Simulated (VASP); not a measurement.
# Cu (Fm-3m) in VASP: further runs

One crystal, Cu, is run at these levels: PBE; tasks: single point.

All numbers are computed with VASP 6.6.1; they aren't measurements. Logs are shortened: lines on timing, memory, paths and dates and some standing lists are left out, and cuts for length are marked.

## (1) The crystal as given

The structure is cubic, space group Fm-3m (No. 225). Conventional cell: a = 3.615 Å, b = 3.615 Å, c = 3.615 Å, α = 90.00°, β = 90.00°, γ = 90.00°. Around Cu (site symmetry m-3m) lie 12 Cu at 2.56 Å.

## (2) Single point, PBE

Input file INCAR:

```
SYSTEM = Cu
  PREC = Accurate
  ENCUT = 460
  EDIFF = 1E-7
  ISMEAR = 1
  SIGMA = 0.4
  LREAL = .False.
  LASPH = .True.
  NELM = 100
  ALGO = Normal
  ISIF = 2
  LWAVE = .False.
  LCHARG = .False.
  GGA = PE
  NBANDS = 12
  ADDGRID = .False.
```

Input file KPOINTS:

```
regular mesh
0
Gamma
  11 11 11
  0 0 0
```

Input file POSCAR:

```
Cu
1.0
    0.0000000000      1.8075000000      1.8075000000
    1.8075000000      0.0000000000      1.8075000000
    1.8075000000      1.8075000000      0.0000000000
Cu
1
Direct
    0.0000000000      0.0000000000      0.0000000000
```

Potentials or basis: VASP PAW PBE potentials, release 64 (Cu).

On the command line:

```
$ cat potpaw_PBE.64/Cu/POTCAR > POTCAR
$ mpirun -np 1 vasp_std > vasp.out
```

OUTCAR:

```text
SYSTEM = Cu
   PREC = Accurate
   ENCUT = 460
   EDIFF = 1E-7
   ISMEAR = 1
   LREAL = .False.
   LASPH = .True.
   NELM = 100
   ISIF = 2
   GGA = PE

 Found     56 irreducible k-points:

 Following reciprocal coordinates:
            Coordinates               Weight
  0.000000  0.000000  0.000000      1.000000
  0.090909  0.000000  0.000000      8.000000
  0.181818  0.000000  0.000000      8.000000
  0.272727  0.000000  0.000000      8.000000
  0.363636  0.000000  0.000000      8.000000
  0.454545  0.000000  0.000000      8.000000
   k-points           NKPTS =     56   k-points in BZ     NKDIM =     56   number of bands    NBANDS=     12
   number of dos      NEDOS =    301   number of ions     NIONS =      1
   total plane-waves  NPLWV =   5832
   dimension x,y,z NGX =    18 NGY =   18 NGZ =   18
   dimension x,y,z NGXF=    36 NGYF=   36 NGZF=   36
   ions per type =               1
   NGX,Y,Z   is equivalent  to a cutoff of  11.71, 11.71, 11.71 a.u.
   NGXF,Y,Z  is equivalent  to a cutoff of  23.41, 23.41, 23.41 a.u.
 SYSTEM =  Cu
   PREC   = accura    normal or accurate (medium, high low for compatibility)
   ISTART =      0    job   : 0-new  1-cont  2-samecut
   ICHARG =      2    charge: 1-file 2-atom 10-const
   ISPIN  =      1    spin polarized calculation?
   LNONCOLLINEAR =      F non collinear calculations
   LSORBIT =      F    spin-orbit coupling
   LASPH  =      T    aspherical Exc in radial PAW
   ENCUT  =  460.0 eV  33.81 Ry    5.81 a.u.   4.47  4.47  4.47*2*pi/ulx,y,z
   NELM   =    100;   NELMIN=  2; NELMDL= -5     # of ELM steps
   EDIFF  = 0.1E-06   stopping-criterion for ELM
   LREAL  =      F    real-space projection
   EDIFFG = 0.1E-05   stopping-criterion for IOM
   NSW    =      0    number of steps for IOM
   IBRION =     -1    ionic relax: 0-MD 1-quasi-New 2-CG
   NFREE  =      0    steps in history (QN), initial steepest desc. (CG)
   ISIF   =      2    stress and relaxation
   ISYM   =      2    0-nonsym 1-usesym 2-fastsym
   POTIM  = 0.5000    time-step for ionic-motion
   TEBEG  =    0.0;   TEEND  =   0.0 temperature during run
   PSTRESS=    0.0 pullay stress
   NELECT =      11.0000    total number of electrons
   NUPDOWN=      -1.0000    fix difference up-down
   EMIN   =  10.00;   EMAX   =-10.00  energy-range for DOS
   EFERMI =   0.00;   METHOD = LEGACY
   ISMEAR =     1;   SIGMA  =   0.40  broadening in eV -4-tet -1-fermi 0-gaus
   EFERMI_NEDOS =   21; number of points for ismear=-14 and -15
   IALGO  =     38    algorithm
   IMIX   =      4    mixing-type and parameters
     AMIX     =   0.40;   BMIX     =  1.00
     AMIX_MAG =   1.60;   BMIX_MAG =  1.00
  volume/ion in A,a.u.               =      11.81        79.70
  Fermi-wavevector in a.u.,A,eV,Ry     =   1.598763  3.021224 34.777078  2.556043
  Thomas-Fermi vector in A             =   2.696162
   LORBIT       =      0    0 simple, 1 ext, 2 COOP (PROOUT), +10 PAW based schemes
   GGA     = PE    functional components
   LHFCALC =     F    Hartree Fock is set to
   AEXX    =    0.0000 exact exchange contribution
   IVDW    =     0    specifies the selected vdW correction
   LEPSILON=     F    determine dielectric tensor
   LRPA    =     F    only Hartree local field effects (RPA)
 non-spin polarized calculation
 Methfessel and Paxton  Order N= 1 SIGMA  =   0.40
  energy-cutoff  :      460.00
  volume of cell :       11.81
 maximum number of plane-waves:       276
 NGX is ok and might be reduce to    18
   NGX =  9   NGY =  9   NGZ =  9

 number of electron      11.0000013 magnetization

 Free energy of the ion-electron system (eV)
  ---------------------------------------------------
  ext. energy  EPLUGINS =         0.00000000
  ---------------------------------------------------
  free energy    TOTEN  =        -3.72965471 eV

  energy without entropy =       -3.73207550  energy(sigma->0) =       -3.73046164

 E-fermi :   7.7055     XC(G=0): -12.7263

 val. band max:        7.5376566079   @ k =   0.4545   0.2727   0.0000
 cond. band min:       7.7807187485   @ k =   0.4545   0.3636   0.0000
 fundamental gap:      0.2430621405
 Fermi energy:         7.7054503934

 k-point     1 :       0.0000    0.0000    0.0000
  band No.  band energies     occupation
      1      -1.7665      2.00000
      2       4.5517      2.00000
      3       4.5517      2.00000
      4       4.5517      2.00000
      5       5.3734      2.00000
      6       5.3734      2.00000
      7      30.1805      0.00000
      8      32.8228      0.00000
      9      32.8228      0.00000
     10      32.8228      0.00000
     11      35.3134      0.00000
     12      35.3134      0.00000

 k-point     2 :       0.0909    0.0000    0.0000
  band No.  band energies     occupation
      1      -1.4666      2.00000
      2       4.4901      2.00000
      3       4.6056      2.00000
      4       4.6056      2.00000
      5       5.3531      2.00000
      6       5.3531      2.00000
      7      28.1049      0.00000
      8      30.9900      0.00000
      9      32.0352      0.00000
     10      32.0352      0.00000
     11      36.5114      0.00000
     12      36.5114      0.00000

 k-point     3 :       0.1818    0.0000    0.0000
  band No.  band energies     occupation
      1      -0.5970      2.00000
      2       4.3546      2.00000
      3       4.7018      2.00000
      4       4.7018      2.00000
      5       5.3554      2.00000
      6       5.3554      2.00000
      7      23.4464      0.00000
      8      30.5299      0.00000
      9      30.9928      0.00000
     10      30.9928      0.00000
     11      37.1439      0.00000
     12      37.5695      0.00000

 k-point     4 :       0.2727    0.0000    0.0000
  band No.  band energies     occupation
      1       0.7050      2.00000
      2       4.3167      2.00000
      3       4.6921      2.00000
      4       4.6921      2.00000
      5       5.5091      2.00000
      6       5.5091      2.00000
      7      18.9397      0.00000
      8      29.8760      0.00000
      9      30.2487      0.00000
     10      30.2487      0.00000
     11      35.5456      0.00000
     12      35.5456      0.00000

 k-point     5 :       0.3636    0.0000    0.0000
  band No.  band energies     occupation
      1       1.9540      2.00000
      2       4.5989      2.00000
      3       4.5989      2.00000
      4       4.8345      2.00000
      5       5.7510      2.00000
      6       5.7510      2.00000
      7      14.9263     -0.00000
      8      29.1673      0.00000
      9      29.8284      0.00000
     10      29.8284      0.00000
     11      33.7724      0.00000
     12      33.7725      0.00000

 k-point     6 :       0.4545    0.0000    0.0000
  band No.  band energies     occupation
      1       2.4612      2.00000
      2       4.5279      2.00000
      3       4.5279      2.00000
      4       5.9177      2.00000
      5       5.9177      2.00000
      6       6.2157      2.00000
      7      11.8922     -0.00000
      8      28.7310      0.00000
      9      29.6694      0.00000
     10      29.6694      0.00000
     11      32.7888      0.00000
     12      32.7889      0.00000

 [... further k-points ...]

------------------------ aborting loop because EDIFF is reached ----------------------------------------

  FORCE on cell =-STRESS in cart. coord.  units (eV):
  Direction    XX          YY          ZZ          XY          YZ          ZX
  --------------------------------------------------------------------------------------
  -------------------------------------------------------------------------------------
  Total        0.1107868      0.1107868      0.1107868      0.0000000     -0.0000000     -0.0000000
  in kB       15.0291208     15.0291208     15.0291208      0.0000000     -0.0000000     -0.0000000
  external PRESSURE =      15.0291208 kB  Pullay stress =       0.0000000 kB

 VOLUME and BASIS-vectors are now :
 -----------------------------------------------------------------------------
  energy-cutoff  :      460.00
  volume of cell :       11.81
      direct lattice vectors                 reciprocal lattice vectors
     0.000000000  1.807500000  1.807500000    -0.276625173  0.276625173  0.276625173
     1.807500000  0.000000000  1.807500000     0.276625173 -0.276625173  0.276625173
     1.807500000  1.807500000  0.000000000     0.276625173  0.276625173 -0.276625173

 POSITION                                       TOTAL-FORCE (eV/Angst)
 -----------------------------------------------------------------------------------
      0.00000      0.00000      0.00000         0.000000      0.000000      0.000000
 -----------------------------------------------------------------------------------
    total drift:                                0.000000     -0.000000      0.000000

  FREE ENERGIE OF THE ION-ELECTRON SYSTEM (eV)
  ---------------------------------------------------
  free  energy   TOTEN  =        -3.7296547068 eV

  energy  without entropy=       -3.7320754971  energy(sigma->0) =       -3.73046164
```

It took 3.7 s on 1 thread of AMD EPYC 9R45 (Zen 5), shared host; peak memory 0.09 GiB.

These settings aren't checked as converged: the numbers below hold their error.

What came out:

| Property | Result |
| --- | --- |
| Free energy | -3.7297 eV |
| Pressure | 1.5 GPa |
| Band gap on the k mesh | none (metal or under the smearing width) |

## (3) Single point, PBE

INCAR is that of step 2.

KPOINTS is that of step 2.

Input file POSCAR:

```
Cu
1.0
   -0.0335610000      1.7894160000      1.7776830000
    1.7981850000     -0.0227470000      1.7668690000
    1.8176490000      1.7980650000     -0.0422110000
Cu
1
Direct
    0.0167750000     -0.0332640000      0.0016970000
```

Potentials or basis: VASP PAW PBE potentials, release 64 (Cu).

On the command line:

```
$ cat potpaw_PBE.64/Cu/POTCAR > POTCAR
$ mpirun -np 1 vasp_std > vasp.out
```

Run time: 35 s. Hardware: 1 thread of AMD EPYC 9R45 (Zen 5), shared host; peak memory 0.15 GiB.

The run converged, but some of its settings lie outside the range that counts as converged, so its numbers aren't taken as properties of the crystal.

Results:

```yaml
Free_energy: -3.7254 eV
Pressure: 1.7 GPa
Band_gap_on_the_k_mesh: none (metal or under the smearing width)
```

## (4) For comparison

An earlier run on the cell as given: functional PBE; potentials or basis VASP PAW PBE potentials, release 64 (Cu); cutoff 520 eV; k mesh 13 × 13 × 13; occupations fermi-dirac, width 0.05 eV; no spin polarisation.

- Pressure: 2.2 GPa
- Band gap on the k mesh: none (metal or under the smearing width)
